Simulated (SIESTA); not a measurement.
# CsSnI3 (Pm-3m) in SIESTA: equation of state, part 2 of 2

SIESTA 5.4.2.

### Step 3. Single point, PBE, 45.89 Å³/atom

CsSnI3.fdf

```
SystemName                      CsSnI3
SystemLabel                     CsSnI3
NumberOfSpecies                 3
NumberOfAtoms                   5
%block ChemicalSpeciesLabel
  1  55 Cs
  2  53 I
  3  50 Sn
%endblock ChemicalSpeciesLabel

LatticeConstant                 1.0 Ang
%block LatticeVectors
     6.1218289079     0.0000000000     0.0000000000
     0.0000000000     6.1218289079     0.0000000000
     0.0000000000     0.0000000000     6.1218289079
%endblock LatticeVectors
AtomicCoordinatesFormat         Fractional
%block AtomicCoordinatesAndAtomicSpecies
     0.0000000000     0.0000000000     0.0000000000  1  Cs
     0.5000000000     0.5000000000     0.0000000000  2  I
     0.5000000000     0.0000000000     0.5000000000  2  I
     0.0000000000     0.5000000000     0.5000000000  2  I
     0.5000000000     0.5000000000     0.5000000000  3  Sn
%endblock AtomicCoordinatesAndAtomicSpecies

%block kgrid.MonkhorstPack
    5   0   0  0.0
    0   5   0  0.0
    0   0   5  0.0
%endblock kgrid.MonkhorstPack
XC.Functional                   GGA
XC.Authors                      PBE
PAO.BasisSize                   DZP
PAO.EnergyShift                 0.003 Ry
Mesh.Cutoff                     500 Ry
OccupationFunction              FD
ElectronicTemperature           0.05 eV
MaxSCFIterations                120
SCF.MustConverge                false
SCF.Mixer.Method                Pulay
SCF.Mixer.Weight                0.25
SCF.Mixer.History               8
SCF.DM.Tolerance                5.0e-05
SCF.H.Tolerance                 1.0e-03 eV
WriteForces                     true
Charge.Mulliken                 end
%block PAO.Basis
  Cs 5
  n=5 0 2
    4.696 0.000
  n=6 0 2
    9.500 0.000
  n=5 1 2
    5.738 0.000
  n=6 1 1
    9.500
  n=5 2 1
    7.000
  Sn 4
  n=5 0 2
    6.432 0.000
  n=5 1 2
    8.686 0.000
  n=4 2 2
    3.759 0.000
  n=5 2 1
    8.686
%endblock PAO.Basis
```

Potentials or basis: PseudoDojo 0.4 standard (PBE files), DZP (energy shift 0.003 Ry; two zetas on semicore shells; d shell added on Cs).

The run is started by

```
$ siesta CsSnI3.fdf > CsSnI3.out 2>&1
```

Run time: 67 s. Hardware: 1 thread of Arm Neoverse V1, shared host; peak memory 0.45 GiB.

It converged, with:

```yaml
Free_energy: -3840.3830 eV
Pressure: 1.5 GPa
Band_gap_on_the_k_mesh: 1.73 eV, direct
```

Caveat: spin-orbit coupling is left out, which moves the levels of the heavy elements; an odd mesh through Γ misses points on the zone boundary, where band edges often lie; the cell was measured hot, at 500 K; the basis of atomic orbitals isn't converged, which shifts pressures, moduli and gaps.

### Step 4. Single point, PBE, 46.84 Å³/atom

CsSnI3.fdf, as its differences from that of step 3:

```diff
@@ -12,5 +12,5 @@
 %block LatticeVectors
-     6.1218289079     0.0000000000     0.0000000000
-     0.0000000000     6.1218289079     0.0000000000
-     0.0000000000     0.0000000000     6.1218289079
+     6.1640497518     0.0000000000     0.0000000000
+     0.0000000000     6.1640497518     0.0000000000
+     0.0000000000     0.0000000000     6.1640497518
 %endblock LatticeVectors
```

The run is started by

```
$ siesta CsSnI3.fdf > CsSnI3.out 2>&1
```

Wall time 65 s (1 thread of Arm Neoverse V1, shared host); peak memory 0.44 GiB.

It converged, with:

| Item | Value |
| --- | --- |
| Free energy | -3840.4220 eV |
| Pressure | 1.1 GPa |
| Band gap on the k mesh | 1.74 eV, direct |

Caveat: spin-orbit coupling is left out, which moves the levels of the heavy elements; an odd mesh through Γ misses points on the zone boundary, where band edges often lie; the cell was measured hot, at 500 K; the basis of atomic orbitals isn't converged, which shifts pressures, moduli and gaps.

### Step 5. Single point, PBE, 48.75 Å³/atom

CsSnI3.fdf, as its differences from that of step 4:

```diff
@@ -12,5 +12,5 @@
 %block LatticeVectors
-     6.1640497518     0.0000000000     0.0000000000
-     0.0000000000     6.1640497518     0.0000000000
-     0.0000000000     0.0000000000     6.1640497518
+     6.2467985487     0.0000000000     0.0000000000
+     0.0000000000     6.2467985487     0.0000000000
+     0.0000000000     0.0000000000     6.2467985487
 %endblock LatticeVectors
```

The run is started by

```
$ siesta < CsSnI3.fdf > CsSnI3.out 2>&1
```

Wall time 61 s (1 thread of Arm Neoverse V1, shared host); peak memory 0.43 GiB.

Results (log left out):

```yaml
Free_energy: -3840.4635 eV
Pressure: 0.3 GPa
Band_gap_on_the_k_mesh: 1.78 eV, direct
```

Caveat: spin-orbit coupling is left out, which moves the levels of the heavy elements; an odd mesh through Γ misses points on the zone boundary, where band edges often lie; the cell was measured hot, at 500 K; the basis of atomic orbitals isn't converged, which shifts pressures, moduli and gaps.

### Step 6. Single point, PBE, 49.71 Å³/atom

CsSnI3.fdf, as its differences from that of step 5:

```diff
@@ -12,5 +12,5 @@
 %block LatticeVectors
-     6.2467985487     0.0000000000     0.0000000000
-     0.0000000000     6.2467985487     0.0000000000
-     0.0000000000     0.0000000000     6.2467985487
+     6.2873633123     0.0000000000     0.0000000000
+     0.0000000000     6.2873633123     0.0000000000
+     0.0000000000     0.0000000000     6.2873633123
 %endblock LatticeVectors
```

Potentials or basis: PseudoDojo 0.4 standard (PBE files), DZP (energy shift 0.003 Ry; two zetas on semicore shells; d shell added on Cs).

The run is started by

```
$ siesta < CsSnI3.fdf > CsSnI3.out 2>&1
```

Wall time 60 s (1 thread of Arm Neoverse V1, shared host); peak memory 0.43 GiB.

It converged, with:

```
Free energy            : -3840.4683 eV
Pressure               : 0.0 GPa
Band gap on the k mesh : 1.80 eV, direct
```

Caveat: spin-orbit coupling is left out, which moves the levels of the heavy elements; an odd mesh through Γ misses points on the zone boundary, where band edges often lie; the cell was measured hot, at 500 K; the basis of atomic orbitals isn't converged, which shifts pressures, moduli and gaps.

### Step 7. Single point, PBE, 50.67 Å³/atom

CsSnI3.fdf, as its differences from that of step 6:

```diff
@@ -12,5 +12,5 @@
 %block LatticeVectors
-     6.2873633123     0.0000000000     0.0000000000
-     0.0000000000     6.2873633123     0.0000000000
-     0.0000000000     0.0000000000     6.2873633123
+     6.3274112921     0.0000000000     0.0000000000
+     0.0000000000     6.3274112921     0.0000000000
+     0.0000000000     0.0000000000     6.3274112921
 %endblock LatticeVectors
```

The run is started by

```
$ siesta < CsSnI3.fdf > CsSnI3.out 2>&1
```

It took 59 s on 1 thread of Arm Neoverse V1, shared host; peak memory 0.42 GiB.

Results (log left out):

```yaml
Free_energy: -3840.4639 eV
Pressure: -0.3 GPa
Band_gap_on_the_k_mesh: 1.82 eV, direct
```

Caveat: spin-orbit coupling is left out, which moves the levels of the heavy elements; an odd mesh through Γ misses points on the zone boundary, where band edges often lie; the cell was measured hot, at 500 K; the basis of atomic orbitals isn't converged, which shifts pressures, moduli and gaps.

### Step 8. Equation of state, PBE

This step only gathers the single runs of the series.

Results:

```yaml
Equilibrium_volume: 49.71 Å³/atom
Bulk_modulus: 16.1 GPa
Pressure_derivative_of_the_bulk_modulus: "4.4 (rough: it moves with the points fitted)"
```

Energy against volume, from the lowest point:
```csv
volume (Å³/atom),energy (meV/atom)
44.929,27.64
45.885,17.05
46.841,9.24
47.797,3.93
48.753,0.95
49.709,0.00
50.665,0.87
```

Caveat: the cell was measured hot, at 500 K; the basis of atomic orbitals isn't converged, which shifts pressures, moduli and gaps. Spin-orbit coupling is left out, which matters for the levels of Cs, I.
